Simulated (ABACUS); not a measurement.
Runs of ABACUS 3.10.1 on Li. Symmetry: Im-3m, No. 229, cubic system. The conventional cell has a = 3.509 Å, b = 3.509 Å, c = 3.509 Å, α = 90.00°, β = 90.00°, γ = 90.00°. Around Li (site symmetry m-3m) lie 8 Li at 3.04 Å. 

```tsv
task	level	potentials or basis	cell	k mesh	cutoff (eV)	orbital files	radial cutoff of the potentials (pseudo_rcut)	SCF threshold on the density	eigensolver	symmetry key	mesh quality	gap on the mesh (eV)	pressure (GPa)	relaxed volume (Å³/atom)
single point	PBE	PseudoDojo NC SR 0.4.1 PBE standard, DZP LCAO (the cutoffs set its grid)	as given	11 × 11 × 11	1361	Li Li_confined-atom_8au_3s1p.orb	10 bohr	1e-07	genelpa	1	not flagged	none	-0.7	-
single point	B86bPBE	PseudoDojo NC SR 0.5 PBE stringent, plane waves	as given	9 × 9 × 9	1320	-	10 bohr	1e-08	dav	1	not flagged	none	-0.8	-
single point	PBE	PseudoDojo NC SR 0.5 PBE stringent, plane waves	as given	9 × 9 × 9	1320	-	10 bohr	1e-08	dav	1	not flagged	none	-0.8	-
relaxation of cell and atoms	WC	Ansatz NC PBE, plane waves	relaxed	9 × 9 × 9	1034	-	7 bohr	1e-08	dav	1	not flagged	none	0.0	20.57
single point	rSCAN	SG15 ONCV 1.2 PBE, plane waves	as given	7 × 7 × 7	1170	-	10 bohr	1e-08	dav	1	coarse	none	(b)	-
relaxation of cell and atoms	SOGGA	SSSP 1.3 efficiency PBE, plane waves	relaxed	9 × 9 × 9	748	-	10 bohr	1e-08	dav	1	not flagged	none	0.0	20.34
single point	HCTH407	PseudoDojo NC SR 0.5 PBE standard, plane waves	as given	9 × 9 × 9	1007	-	10 bohr	1e-08	dav	1	not flagged	none	-0.5	-
relaxation of cell and atoms	PBE	SPMS ONCV 1.0 PBE, TZDP LCAO (the cutoffs set its grid)	relaxed	10 × 10 × 10	1361	Li Li_confined-atom_8au_4s2p1d.orb	10 bohr	1e-07	genelpa	1	not flagged	none	0.0	20.29
single point	PW91	SG15 ONCV 1.2 PBE, plane waves	as given	9 × 9 × 9	1007	-	10 bohr	1e-08	dav	1	not flagged	none	-0.7	-
single point	LDA	GBRV ultrasoft 1.5 LDA, plane waves	as given	9 × 9 × 9	544	-	10 bohr	1e-08	dav	1	not flagged	none	(a)	-
```

Alike in all rows: no spin polarisation; smearing fermi-dirac 0.05 eV.

Question: Estimate the missing entries.

Answer: (a) -1.6; (b) -1.9.

Caveats: some runs use coarse meshes; the potentials were made for another functional, which shifts forces and pressure (some runs); the atomic orbitals were generated for these runs and aren't a published set (some runs); the basis of atomic orbitals isn't converged, which shifts pressures, moduli and gaps (some runs).

A k mesh can miss the band edges.

A gap of «none» marks a metal or a gap under the smearing width.

Not every run made on this cell is shown here.
